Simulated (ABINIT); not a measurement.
# GaAs (F-43m) in ABINIT: further runs

One crystal, GaAs, is run at these levels: PBE; tasks: band structure.

Everything below comes from runs of ABINIT 10.8.3 (patched build). Logs are shortened: lines on timing, memory, paths and dates and some standing lists are left out, and cuts for length are marked. The log counts tension as positive stress, the text compression.

**What was measured.**

From “Evidence of valence band perturbations in GaAsN/GaAs(001): A combined variable-angle spectroscopic ellipsometry and modulated photoreflectance investigation”, 2008, arxiv:0805.2212, for a bulk crystal of GaAs at 300 K: band gap 1.418 ± 0.005 eV (direct).

The results are compared with them further down.

## 1. Starting point

Symmetry: F-43m, No. 216, cubic system. The conventional cell has a = 5.654 Å, b = 5.654 Å, c = 5.654 Å, α = 90.00°, β = 90.00°, γ = 90.00°. As (site symmetry -43m) is surrounded by 4 Ga at 2.45 Å. Ga (site symmetry -43m) has 4 As at 2.45 Å as nearest neighbours.

## 2. Band structure, PBE

File run.abi:

```
# Datasets: ground state, then fixed potential
ndtset 2

# Pseudopotentials
pp_dirpath "./"
pseudos "As.GGA_PBE-JTH.xml, Ga.GGA_PBE-JTH.xml"

# Structure
acell 3.9977696088 3.9977696088 3.9977696088 Angstrom
rprim
     0.0000000000     0.7071067812     0.7071067812
     0.7071067812     0.0000000000     0.7071067812
     0.7071067812     0.7071067812     0.0000000000
ntypat 2
znucl 33 31
natom 2
typat 1 2
xcart
     8.0129584431     8.0129584431     8.0129584431
     0.0000000000     0.0000000000     0.0000000000

# Plane-wave basis
ecut 462.593566 eV
pawecutdg 34.0
pawxcdev 0

# Exchange and correlation
ixc 11

# Bands and occupations
occopt 3
tsmear 0.05 eV

# SCF cycle
nstep 100

# Output
iomode 3
prtwf 0
prteig 0
prtebands 0
enunit 1
prtden1 1
prtvha1 1
prtvclmb1 1
prtpot1 1

# Dataset 1
kptopt1 1
ngkpt1 8 8 8
nshiftk1 1
shiftk1 0.0 0.0 0.0
nband1 18
tolvrs1 1.0e-9

# Dataset 2: bands along G-X-W-K-G-L-U-W-L-K
iscf2 -2
getden2 1
nband2 24
nbdbuf2 4
tolwfr2 1.0e-11
kptopt2 -9
ndivsm2 8
prteig2 1
prtvol2 -3
kptbounds2
     0.0000000000     0.0000000000     0.0000000000
     0.5000000000     0.0000000000     0.5000000000
     0.5000000000     0.2500000000     0.7500000000
     0.3750000000     0.3750000000     0.7500000000
     0.0000000000     0.0000000000     0.0000000000
     0.5000000000     0.5000000000     0.5000000000
     0.6250000000     0.2500000000     0.6250000000
     0.5000000000     0.2500000000     0.7500000000
     0.5000000000     0.5000000000     0.5000000000
     0.3750000000     0.3750000000     0.7500000000
```

Potentials or basis: JTH PAW PBE v2.0.

Launch:

```bash
$ abinit run.abi > log 2>&1
```

run.abo:

```text
.Version 10.8.3 of ABINIT
 DATASET    1 : space group F-4 3 m (#216); Bravais cF (face-center cubic)
================================================================================
 Values of the parameters that define the memory need for DATASET  1.
     intxc =       0    ionmov =       0      iscf =      17    lmnmax =      18
     lnmax =       6     mgfft =      30  mpssoang =       3    mqgrid =    3001
     natom =       2  nloc_mem =       2    nspden =       1   nspinor =       1
    nsppol =       1      nsym =      24    n1xccc =       1    ntypat =       2
    occopt =       3   xclevel =       2
       mpw =        1036          nfft =       27000          nkpt =          29
 PAW method is used; the additional fine FFT grid is defined by:
   mgfftf=        40    nfftf =     64000
================================================================================
================================================================================

 DATASET    2 : space group F-4 3 m (#216); Bravais cF (face-center cubic)
================================================================================
 Values of the parameters that define the memory need for DATASET  2.
     intxc =       0    ionmov =       0      iscf =      -2    lmnmax =      18
     lnmax =       6     mgfft =      30  mpssoang =       3    mqgrid =    3001
     natom =       2  nloc_mem =       2    nspden =       1   nspinor =       1
    nsppol =       1      nsym =      24    n1xccc =       1    ntypat =       2
    occopt =       3   xclevel =       2
       mpw =        1036          nfft =       27000          nkpt =         139
 PAW method is used; the additional fine FFT grid is defined by:
   mgfftf=        40    nfftf =     64000
================================================================================
================================================================================

--------------------------------------------------------------------------------
------------- Echo of variables that govern the present computation ------------
--------------------------------------------------------------------------------
 -outvars: echo values of preprocessed input variables --------
            acell      7.5546896751E+00  7.5546896751E+00  7.5546896751E+00 Bohr
              amu      7.49215900E+01  6.97230000E+01
             ecut      1.70000000E+01 Hartree
           enunit           1
           getden1          0
           getden2          1
             iscf1         17
             iscf2         -2
              ixc          11
           jdtset        1    2
           kptopt1          1
           kptopt2         -9
         kptrlatt        8    0    0      0    8    0      0    0    8
          kptrlen1     6.04375174E+01
          kptrlen2     3.00000000E+01
            natom           2
            nband1         18
            nband2         24
           nbdbuf1          0
           nbdbuf2          4
           ndtset           2
           ndivsm1          0
           ndivsm2          8
            ngfft          30      30      30
          ngfftdg          40      40      40
             nkpt1         29
             nkpt2        139
            nstep         100
             nsym          24
           ntypat           2
           occopt           3
        pawecutdg      3.40000000E+01 Hartree
         pawxcdev           0
        prtebands           0
           prteig1          0
           prteig2          1
           prtpot1          1
           prtpot2          0
         prtvclmb1          1
         prtvclmb2          0
           prtvha1          1
           prtvha2          0
           prtvol1          0
           prtvol2         -3
            prtwf           0
[... 234 lines left out ...]
meta: {optdriver: 0, ionmov: 0, optcell: 0, iscf: -2, paral_kgb: 0, }
...

 mkfilename : getden/=0, take file _DEN from output of DATASET   1.

 Exchange-correlation functional for the present dataset will be:
  GGA: Perdew-Burke-Ernzerhof functional - ixc=11
  J.P.Perdew, K.Burke, M.Ernzerhof, PRL 77, 3865 (1996)

 Real(R)+Recip(G) space primitive vectors, cartesian coordinates (Bohr,Bohr^-1):
 R(1)=  0.0000000  5.3419723  5.3419723  G(1)= -0.0935984  0.0935984  0.0935984
 R(2)=  5.3419723  0.0000000  5.3419723  G(2)=  0.0935984 -0.0935984  0.0935984
 R(3)=  5.3419723  5.3419723  0.0000000  G(3)=  0.0935984  0.0935984 -0.0935984
 Unit cell volume ucvol=  3.0488418E+02 bohr^3
 Angles (23,13,12)=  6.00000000E+01  6.00000000E+01  6.00000000E+01 degrees

 Coarse grid specifications (used for wave-functions):

 getcut: wavevector=  0.0000  0.0000  0.0000  ngfft=  30  30  30
         ecut(hartree)=     17.000   => boxcut(ratio)=   2.14189

 Fine grid specifications (used for densities):

 getcut: wavevector=  0.0000  0.0000  0.0000  ngfft=  40  40  40
         ecut(hartree)=     34.000   => boxcut(ratio)=   2.01715
--------------------------------------------------------------------------------

================================================================================
 Non-SCF case, kpt    1 (  0.00000  0.00000  0.00000), residuals and eigenvalues=
  4.12E-12  7.60E-12  9.08E-12  5.77E-12  8.18E-12  6.34E-12  4.00E-12  8.72E-12
  5.04E-12  8.96E-12  4.42E-12  5.07E-12  7.30E-12  2.38E-12  2.70E-12  4.79E-12
  5.77E-12  3.48E-12  4.92E-12  4.72E-12  3.20E-12  6.04E-12  2.71E-12  1.21E-12
 -1.1295E+00 -1.1295E+00 -1.1295E+00 -1.1292E+00 -1.1292E+00 -3.8172E-01
 -3.8172E-01 -3.8172E-01 -3.7889E-01 -3.7889E-01 -3.0586E-01  1.6187E-01
  1.6187E-01  1.6187E-01  1.8058E-01  2.9921E-01  2.9921E-01  2.9921E-01
  4.4073E-01  5.3557E-01  5.3557E-01  5.8661E-01  5.8661E-01  5.8661E-01
 Non-SCF case, kpt    2 (  0.02174  0.00000  0.02174), residuals and eigenvalues=
  5.04E-12  3.39E-12  4.70E-12  7.18E-12  7.41E-12  8.56E-12  2.57E-12  7.69E-12
  7.47E-12  7.68E-12  5.09E-12  1.66E-12  5.86E-12  6.98E-12  2.67E-12  9.44E-12
[... 1087 lines left out ...]
  6.47E-12  5.86E-12  5.33E-12  8.40E-12  6.02E-12  7.15E-12  3.14E-12  3.54E-12
  2.78E-12  1.86E-12  4.22E-12  3.21E-12  6.34E-12  8.46E-12  7.70E-09  2.31E-09
 -1.1295E+00 -1.1295E+00 -1.1295E+00 -1.1292E+00 -1.1292E+00 -3.8539E-01
 -3.8048E-01 -3.8021E-01 -3.7935E-01 -3.7870E-01 -2.1647E-01 -8.0177E-02
  1.8950E-02  8.1312E-02  2.3633E-01  3.4383E-01  4.4394E-01  4.4973E-01
  4.7729E-01  5.4500E-01  6.8689E-01  7.2235E-01  7.6902E-01  7.7329E-01
 Non-SCF case, kpt  139 (  0.37500  0.37500  0.75000), residuals and eigenvalues=
  8.28E-12  8.61E-12  8.21E-12  4.24E-12  5.44E-12  7.51E-12  6.98E-12  4.37E-12
  5.95E-12  8.10E-12  8.03E-12  9.20E-12  6.83E-12  3.18E-12  7.92E-12  3.70E-12
  7.94E-12  1.98E-12  7.70E-12  4.82E-12  2.30E-11  5.56E-10  2.07E-07  1.09E-07
 -1.1295E+00 -1.1295E+00 -1.1295E+00 -1.1292E+00 -1.1292E+00 -3.8545E-01
 -3.8043E-01 -3.8016E-01 -3.7940E-01 -3.7868E-01 -2.1533E-01 -8.1466E-02
  2.0227E-02  7.8975E-02  2.3408E-01  3.3227E-01  4.5412E-01  4.5823E-01
  4.8040E-01  5.5070E-01  6.8673E-01  7.3520E-01  7.6528E-01  7.7042E-01

--- !ResultsGS
iteration_state: {dtset: 2, }
comment   : Summary of ground state results
lattice_vectors:
- [  0.0000000,   5.3419723,   5.3419723, ]
- [  5.3419723,   0.0000000,   5.3419723, ]
- [  5.3419723,   5.3419723,   0.0000000, ]
lattice_lengths: [   7.55469,    7.55469,    7.55469, ]
lattice_angles: [ 60.000,  60.000,  60.000, ] # degrees, (23, 13, 12)
lattice_volume:   3.0488418E+02
convergence: {deltae:  0.000E+00, res2:  0.000E+00, residm:  9.981E-12, diffor:  0.000E+00, }
etotal    :  -1.92971638E+02
entropy   :   0.00000000E+00
fermie    :   1.72295753E-01
cartesian_stress_tensor: null
pressure_GPa: null
xred      :
- [  7.5000E-01,   7.5000E-01,   7.5000E-01, As]
- [ -5.2390E-10,  -5.2390E-10,  -5.2390E-10, Ga]
cartesian_forces: null
force_length_stats: {min: null, max: null, mean: null, }
...

 Integrated electronic density in atomic spheres:
 ------------------------------------------------
 Atom  Sphere_radius  Integrated_density
    1        2.10392         12.73002098
    2        2.10359         11.07559069

================================================================================

 ----iterations are completed or convergence reached----

 Mean square residual over all n,k,spin=   54.424E-13; max=  99.806E-13
 reduced coordinates (array xred) for    2 atoms
       0.749999999476      0.749999999476      0.749999999476
      -0.000000000524     -0.000000000524     -0.000000000524

 cartesian coordinates (angstrom) at end:
    1      4.24027499712465     4.24027499712465     4.24027499712465
    2     -0.00000000296197    -0.00000000296197    -0.00000000296197
 length scales=  7.554689675109  7.554689675109  7.554689675109 bohr
              =  3.997769608800  3.997769608800  3.997769608800 angstroms
 Eigenvalues (   eV  ) for nkpt= 139  k points:
 kpt#   1, nband= 24, wtk=  1.00000, kpt=  0.0000  0.0000  0.0000 (reduced coord)
 -30.73581  -30.73581  -30.73581  -30.72784  -30.72784  -10.38717  -10.38717  -10.38717
 -10.31021  -10.31021   -8.32298    4.40460    4.40460    4.40460    4.91385    8.14203
   8.14203    8.14203   11.99291   14.57350   14.57350   15.96249   15.96249   15.96249
 kpt#   2, nband= 24, wtk=  1.00000, kpt=  0.0217  0.0000  0.0217 (reduced coord)
 -30.73582  -30.73581  -30.73581  -30.72785  -30.72783  -10.38790  -10.38697  -10.38697
 -10.31032  -10.31015   -8.31550    4.19132    4.37909    4.37909    5.12596    8.11379
   8.17678    8.17678   12.03859   14.41465   14.58123   15.97869   15.97869   16.08990
 kpt#   3, nband= 24, wtk=  1.00000, kpt=  0.0435  0.0000  0.0435 (reduced coord)
 -30.73584  -30.73579  -30.73579  -30.72786  -30.72782  -10.39012  -10.38641  -10.38641
 -10.31059  -10.31001   -8.29309    3.83451    4.30554    4.30554    5.47837    8.03347
   8.27801    8.27801   12.17097   14.05595   14.60440   16.02730   16.02730   16.35603
 kpt#   4, nband= 24, wtk=  1.00000, kpt=  0.0652  0.0000  0.0652 (reduced coord)
 -30.73586  -30.73576  -30.73576  -30.72787  -30.72781  -10.39362  -10.38536  -10.38536
 -10.31105  -10.30979   -8.25591    3.45748    4.19161    4.19161    5.84491    7.91248
   8.43797    8.43797   12.37731   13.63317   14.64300   16.10840   16.10840   16.63554
 kpt#   5, nband= 24, wtk=  1.00000, kpt=  0.0870  0.0000  0.0870 (reduced coord)
[... 525 lines left out ...]
 -10.31982  -10.30607   -6.00448   -2.10331    0.59773    2.37299    6.58484    9.86457
  11.36257   11.61890   13.20681   14.76706   17.94425   19.05628   20.59693   21.61620
 kpt# 137, nband= 24, wtk=  1.00000, kpt=  0.3929  0.3929  0.7143 (reduced coord)
 -30.73594  -30.73462  -30.73437  -30.72799  -30.72728  -10.48522  -10.35479  -10.34747
 -10.32132  -10.30557   -5.94075   -2.14009    0.52947    2.28767    6.50381    9.64993
  11.68955   11.94751   13.07109   14.76346   18.44186   19.28176   20.81698   21.30992
 kpt# 138, nband= 24, wtk=  1.00000, kpt=  0.3839  0.3839  0.7321 (reduced coord)
 -30.73602  -30.73455  -30.73432  -30.72802  -30.72724  -10.48700  -10.35331  -10.34593
 -10.32267  -10.30496   -5.89049   -2.18173    0.51564    2.21260    6.43095    9.35620
  12.08010   12.23791   12.98762   14.83021   18.69123   19.65627   20.92608   21.04222
 kpt# 139, nband= 24, wtk=  1.00000, kpt=  0.3750  0.3750  0.7500 (reduced coord)
 -30.73609  -30.73449  -30.73428  -30.72806  -30.72720  -10.48851  -10.35204  -10.34479
 -10.32396  -10.30431   -5.85949   -2.21679    0.55039    2.14901    6.36975    9.04152
  12.35728   12.46911   13.07241   14.98538   18.68675   20.00583   20.82446   20.96424

== END DATASET(S) ==============================================================
================================================================================

 -outvars: echo values of variables after computation  --------
            acell      7.5546896751E+00  7.5546896751E+00  7.5546896751E+00 Bohr
           etotal1    -1.9297163813E+02
            fcart1    -0.0000000000E+00 -0.0000000000E+00 -0.0000000000E+00
                      -0.0000000000E+00 -0.0000000000E+00 -0.0000000000E+00
            rprim      0.0000000000E+00  7.0710678120E-01  7.0710678120E-01
                       7.0710678120E-01  0.0000000000E+00  7.0710678120E-01
                       7.0710678120E-01  7.0710678120E-01  0.0000000000E+00
           strten1    -1.0922762398E-04 -1.0922762398E-04 -1.0922762398E-04
                       0.0000000000E+00  0.0000000000E+00  0.0000000000E+00
           xangst      4.2402749971E+00  4.2402749971E+00  4.2402749971E+00
                      -2.9619748803E-09 -2.9619748803E-09 -2.9619748803E-09
             xred      7.4999999948E-01  7.4999999948E-01  7.4999999948E-01
                      -5.2390025651E-10 -5.2390025651E-10 -5.2390025651E-10
 Calculation completed.
```

It took 69 s on 1 thread of Arm Neoverse V2, shared host; peak memory 0.14 GiB.

What came out:

```
Free energy                                           : -5251.0258 eV
Pressure                                              : 3.2 GPa
Band gap on the k mesh                                : 0.51 eV, direct
Band gap along the path                               : 0.51 eV, direct
Valence electrons inside the program's atomic spheres : As 12.73; Ga 11.08
```

Levels at the corners of the path, in eV from the valence-band top:
```tsv
point	band 10	band 11	band 12	band 13	band 14	band 15	band 16	band 17	band 18	band 19
Γ	-14.71	-12.73	0.00	0.00	0.00	0.51	3.74	3.74	3.74	7.59
X	-14.70	-10.23	-6.81	-2.68	-2.68	1.47	1.66	10.17	10.17	10.98
W	-14.71	-10.17	-6.62	-3.53	-3.34	4.62	4.72	5.41	6.05	11.07
K	-14.71	-10.26	-6.62	-3.85	-2.26	1.97	4.64	7.95	8.06	8.67
Γ	-14.71	-12.73	0.00	0.00	0.00	0.51	3.74	3.74	3.74	7.59
L	-14.71	-10.96	-6.63	-1.14	-1.14	1.00	4.64	4.64	7.75	10.40
U	-14.71	-10.26	-6.62	-3.85	-2.26	1.97	4.64	7.95	8.06	8.67
W	-14.71	-10.17	-6.62	-3.53	-3.34	4.62	4.72	5.41	6.05	11.07
L	-14.71	-10.96	-6.63	-1.14	-1.14	1.00	4.64	4.64	7.75	10.40
K	-14.71	-10.26	-6.62	-3.85	-2.26	1.97	4.64	7.95	8.06	8.67
```

## 3. Band structure, PBE, spin-orbit coupling, no magnetisation

Edit run.abi of step 2 so:

```diff
@@ -33,2 +33,7 @@
 
+# Spin
+nspinor 2
+nspden 1
+pawspnorb 1
+
 # SCF cycle
@@ -48,3 +53,3 @@
 # Dataset 1
-kptopt1 1
+kptopt1 4
 ngkpt1 8 8 8
@@ -52,3 +57,3 @@
 shiftk1 0.0 0.0 0.0
-nband1 18
+nband1 36
 tolvrs1 1.0e-9
@@ -58,4 +63,4 @@
 getden2 1
-nband2 24
-nbdbuf2 4
+nband2 48
+nbdbuf2 8
 tolwfr2 1.0e-11
```

Potentials or basis: JTH PAW PBE v2.0.

Launch:

```bash
$ abinit run.abi > log 2>&1
```

run.abo:

```text
.Version 10.8.3 of ABINIT
 DATASET    1 : space group F2 3 (#196); Bravais cF (face-center cubic)
================================================================================
 Values of the parameters that define the memory need for DATASET  1.
     intxc =       0    ionmov =       0      iscf =      17    lmnmax =      18
     lnmax =       6     mgfft =      30  mpssoang =       3    mqgrid =    3001
     natom =       2  nloc_mem =       2    nspden =       1   nspinor =       2
    nsppol =       1      nsym =      12    n1xccc =       1    ntypat =       2
    occopt =       3   xclevel =       2
       mpw =        1036          nfft =       27000          nkpt =          52
 PAW method is used; the additional fine FFT grid is defined by:
   mgfftf=        40    nfftf =     64000
================================================================================
[... 3431 lines left out ...]
 -10.16028  -10.15944  -10.14512  -10.13628   -5.85799   -5.85716   -2.24150   -2.19388
   0.51835    0.57591    2.14733    2.14927    6.36725    6.37100    9.00840    9.07073
  12.32964   12.34958   12.47906   12.48339   13.02673   13.12353   14.98582   14.98630
  18.68368   18.68610   20.00181   20.00690   20.81987   20.82395   20.96784   20.97155

== END DATASET(S) ==============================================================
================================================================================

 -outvars: echo values of variables after computation  --------
            acell      7.5546896751E+00  7.5546896751E+00  7.5546896751E+00 Bohr
           etotal1    -1.9297244737E+02
            fcart1    -7.5608176317E-29 -7.5608176317E-29  2.2682452895E-28
                       7.5608176317E-29  7.5608176317E-29 -2.2682452895E-28
            rprim      0.0000000000E+00  7.0710678120E-01  7.0710678120E-01
                       7.0710678120E-01  0.0000000000E+00  7.0710678120E-01
                       7.0710678120E-01  7.0710678120E-01  0.0000000000E+00
           strten1    -1.0927155222E-04 -1.0927155222E-04 -1.0927155222E-04
                       0.0000000000E+00  0.0000000000E+00  0.0000000000E+00
           xangst      4.2402749971E+00  4.2402749971E+00  4.2402749971E+00
                      -2.9619748803E-09 -2.9619748803E-09 -2.9619748803E-09
             xred      7.4999999948E-01  7.4999999948E-01  7.4999999948E-01
                      -5.2390025651E-10 -5.2390025651E-10 -5.2390025651E-10
 Calculation completed.
```

Wall time 6.5 min (1 thread of Arm Neoverse V2, shared host); peak memory 0.3 GiB.

Results:

| Property | Result |
| --- | --- |
| Free energy | -5251.0478 eV |
| Pressure | 3.2 GPa |
| Band gap on the k mesh | 0.40 eV, direct |
| Band gap along the path | 0.40 eV, direct |
| Valence electrons inside the program's atomic spheres | As 12.73; Ga 11.08 |

Levels at the corners of the path, in eV from the valence-band top:
```
point  band 25  band 26  band 27  band 28  band 29  band 30  band 31  band 32
    Γ     0.00     0.00     0.00     0.00     0.40     0.40     3.50     3.50
    X    -2.83    -2.83    -2.74    -2.74     1.36     1.36     1.55     1.55
    W    -3.71    -3.59    -3.46    -3.42     4.40     4.58     4.61     4.64
    K    -4.00    -3.94    -2.37    -2.36     1.85     1.86     4.49     4.56
    Γ     0.00     0.00     0.00     0.00     0.40     0.40     3.50     3.50
    L    -1.35    -1.35    -1.15    -1.15     0.89     0.89     4.49     4.49
    U    -4.00    -3.94    -2.37    -2.36     1.85     1.86     4.49     4.56
    W    -3.71    -3.59    -3.46    -3.42     4.40     4.58     4.61     4.64
    L    -1.35    -1.35    -1.15    -1.15     0.89     0.89     4.49     4.49
    K    -4.00    -3.94    -2.37    -2.36     1.85     1.86     4.49     4.56
```

## 4. Against experiment

Step 2. A measured gap of GaAs is 1.418 eV (direct; 300 K; “Evidence of valence band perturbations in GaAsN/GaAs(001): A combined variable-angle spectroscopic ellipsometry and modulated photoreflectance investigation”, 2008, arxiv:0805.2212); the calculated 0.51 eV misses it by -0.91 eV. 3 values of this kind are on record (1.412 to 1.51 eV); this one was drawn at random among those near their median, those with a stated uncertainty first. Spin-orbit coupling on As, Ga is left out. The value is that of PBE, without temperature or zero-point motion. Semilocal functionals fall short of measured gaps as a rule.

Step 3. Measured gap of GaAs: 1.418 eV (direct; 300 K; “Evidence of valence band perturbations in GaAsN/GaAs(001): A combined variable-angle spectroscopic ellipsometry and modulated photoreflectance investigation”, 2008, arxiv:0805.2212). This calculation gives 0.40 eV (-1.02 eV). So large a miss can be the level of theory's own, or it may mean another phase, state or a wrong row. 3 values of this kind are on record (1.412 to 1.51 eV); this one was drawn at random among those near their median, those with a stated uncertainty first. The value is that of PBE, without temperature or zero-point motion. Semilocal functionals fall short of measured gaps as a rule.
